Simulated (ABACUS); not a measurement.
InP:

```xyz
2
Lattice="0.0000 2.9305 2.9305 2.9305 0.0000 2.9305 2.9305 2.9305 0.0000" Properties=species:S:1:pos:R:3 pbc="T T T"
In    0.0000    0.0000    0.0000
P     4.3957    4.3957    4.3957
```

Program: ABACUS 3.10.1. Alike in all runs: task single point; no spin polarisation; cell as given; k mesh 6 × 6 × 6; smearing fermi-dirac 0.05 eV.

Order these runs on this cell by their band gap on the k mesh, lowest first.
A. level LDA; potentials or basis GBRV ultrasoft 1.5 LDA, plane waves; cutoff (eV) 544
B. level B86bPBE; potentials or basis GBRV ultrasoft 1.5 PBE, plane waves; cutoff (eV) 544
C. level OLYP; potentials or basis PseudoDojo NC SR 0.5 PBE standard, plane waves; cutoff (eV) 966

A (0.45 eV), B (0.68 eV), C (1.01 eV).

Caveats: spin-orbit coupling is left out, which moves the levels of the heavy elements.
